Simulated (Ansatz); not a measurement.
## How settings move the G0W0 gap of C (diamond)

C in the diamond structure, relaxed with r2SCAN; one-shot G0W0 in Ansatz without spin-orbit coupling. The values are computed, spin-unpolarised, and not measurements.

```cif
data_structure
_symmetry_space_group_name_H-M 'P 1'
_symmetry_Int_Tables_number 1
_cell_length_a 2.5175
_cell_length_b 2.5175
_cell_length_c 2.5175
_cell_angle_alpha 60.000
_cell_angle_beta 60.000
_cell_angle_gamma 60.000
_cell_volume 11.28
loop_
_atom_site_label
_atom_site_type_symbol
_atom_site_fract_x
_atom_site_fract_y
_atom_site_fract_z
_atom_site_occupancy
C1 C 0.00000 0.00000 0.00000 1
C2 C 0.25000 0.25000 0.25000 1
```

Gaps are read over the mesh points alone. G0W0 values are finite-basis, finite-mesh values.
```json
{"start": "PBE", "potentials": "PAW", "frequency model": "contour deformation", "mesh": "8×8×8", "empty bands": "25", "screening cutoff (eV)": "100", "Kohn-Sham gap (eV)": "4.15", "G0W0 gap (eV)": "5.28"}
{"start": "PBE", "potentials": "PAW", "frequency model": "contour deformation", "mesh": "8×8×8", "empty bands": "61", "screening cutoff (eV)": "180", "Kohn-Sham gap (eV)": "4.15", "G0W0 gap (eV)": "5.46"}
{"start": "PBE", "potentials": "PAW", "frequency model": "contour deformation", "mesh": "8×8×8", "empty bands": "120", "screening cutoff (eV)": "260", "Kohn-Sham gap (eV)": "4.15", "G0W0 gap (eV)": "5.53"}
{"start": "HSE06", "potentials": "PAW", "frequency model": "contour deformation", "mesh": "8×8×8", "empty bands": "61", "screening cutoff (eV)": "180", "Kohn-Sham gap (eV)": "5.30", "G0W0 gap (eV)": "5.87"}
{"start": "r2SCAN", "potentials": "PAW", "frequency model": "contour deformation", "mesh": "8×8×8", "empty bands": "61", "screening cutoff (eV)": "180", "Kohn-Sham gap (eV)": "4.37", "G0W0 gap (eV)": "5.60"}
{"start": "PBE0", "potentials": "PAW", "frequency model": "contour deformation", "mesh": "8×8×8", "empty bands": "61", "screening cutoff (eV)": "180", "Kohn-Sham gap (eV)": "6.05", "G0W0 gap (eV)": "6.01"}
{"start": "PBE", "potentials": "PAW", "frequency model": "Godby-Needs pole", "mesh": "8×8×8", "empty bands": "61", "screening cutoff (eV)": "180", "Kohn-Sham gap (eV)": "4.15", "G0W0 gap (eV)": "5.43"}
{"start": "PBE", "potentials": "PAW", "frequency model": "contour deformation", "mesh": "12×12×12", "empty bands": "20", "screening cutoff (eV)": "80", "Kohn-Sham gap (eV)": "4.17", "G0W0 gap (eV)": "5.21"}
{"start": "PBE", "potentials": "norm-conserving", "frequency model": "contour deformation", "mesh": "8×8×8", "empty bands": "61", "screening cutoff (eV)": "180", "Kohn-Sham gap (eV)": "4.16", "G0W0 gap (eV)": "5.48"}
```

G0W0 moves the gap on the mesh from 4.15 eV (PBE) to 5.53 eV (Γ to Γ–X (0.75 of the way from Γ)). Renormalisation factors Z lie between 0.79 and 0.84.

Raising bands and cutoff together moves the gap by +0.18 eV (100 to 180 eV), then +0.07 eV (180 to 260 eV); the last step is still large, so the basis limit isn't reached. Starting from HSE06 (5.30 eV against PBE's 4.15 eV) gives 5.87 eV, +0.41 eV from G0W0@PBE at the same screening cutoff. Starting from r2SCAN (4.37 eV against PBE's 4.15 eV) gives 5.60 eV, +0.14 eV from G0W0@PBE at the same screening cutoff. Starting from PBE0 (6.05 eV against PBE's 4.15 eV) gives 6.01 eV, +0.55 eV from G0W0@PBE at the same screening cutoff. The Godby-Needs plasmon pole differs from contour deformation by -0.03 eV. Norm-conserving potentials (wave cutoff 1116 eV against 420 eV) shift the quasiparticle gap by +0.02 eV and the PBE gap by +0.01 eV. r2SCAN runs take a wave cutoff of 500 eV.
